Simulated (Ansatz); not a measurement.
# Levels of theory on CeO2 (fluorite start)

**Measured values to compare with.**

“Strengths of covalent bonds in LnO2 determined from O K-edge XANES spectra using a Hubbard model”, 2023, pmc:10646950 reports, for a powder of CeO2: band gap 3.25 ± 0.05 eV (optical).

How close the calculation comes is told at the end.

The compound was started in one structure type and brought to zero pressure at each level (plane-wave PAW code Ansatz, Gaussian smearing of 0.05 eV, scalar-relativistic unless SOC, spin–orbit coupling, is named; HSE06 only scales a shape relaxed with PBE on its coarser mesh).

The cell at PBE (neighbours within 15 % of each site's shortest distance, so a longer bond may be listed from one end only): Symmetry: Fm-3m, No. 225, cubic system. Conventional cell: a = 5.464 Å, b = 5.464 Å, c = 5.464 Å, α = 90.00°, β = 90.00°, γ = 90.00°. Ce (site symmetry m-3m) is surrounded by 8 O at 2.37 Å. Around O (site symmetry -43m) lie 4 Ce at 2.37 Å.

| level | cutoff (eV) | k-mesh | final group | a (Å) | V (Å³/atom) | gap (eV) | B0 (GPa) | E_f (eV/atom) |
| --- | --- | --- | --- | --- | --- | --- | --- | --- |
| PBE | 420 | 12×12×12 | Fm-3m | 5.464 | 13.60 | 1.89 | 174 | -3.43 |
| HSE06 | 420 | 6×6×6 | Fm-3m | 5.395 | 13.09 | 3.64 | 208 | – |

Task: What does r²SCAN (500 eV, 8×8×8 mesh) give?

Result: final group Fm-3m, a (Å) 5.437, V (Å³/atom) 13.40, gap (eV) 2.20, B0 (GPa) 191, E_f (eV/atom) -3.72.

Volumes against PBE: r²SCAN −1.5 %, HSE06 −3.8 %. HSE06 opens the gap from 1.89 eV to 3.64 eV: its share of exact exchange removes part of the self-interaction and lowers filled states against empty ones (its volume differs by −3.8 % and its mesh is coarser). r²SCAN widens the gap by 0.31 eV over PBE, as meta-GGAs in the generalised Kohn–Sham scheme often do. The formation energy spans 0.29 eV/atom over the functionals (r²SCAN lowest, PBE highest); the spread holds the functional's effect on the elements as well as on the compound.

Measured gap: 3.25 eV (optical; powder; “Strengths of covalent bonds in LnO2 determined from O K-edge XANES spectra using a Hubbard model”, 2023, pmc:10646950); calculated 1.89 eV (PBE), 2.20 eV (r²SCAN), 3.64 eV (HSE06). Kohn–Sham gaps of semilocal functionals as a rule fall short of measured gaps, and an optical onset can be a direct transition above an indirect gap.

The heavy elements are treated without spin–orbit coupling. The PAW datasets were made for PBE. Gaps are (generalised) Kohn–Sham gaps. E_f is the formation energy from the elements run alike, at 0 K, without zero-point energy or any correction for the binding of gas molecules; it is good to about 0.01 eV/atom as a calculation, less where an element has an open f shell.

All runs used the PAW datasets of the set soft_2.
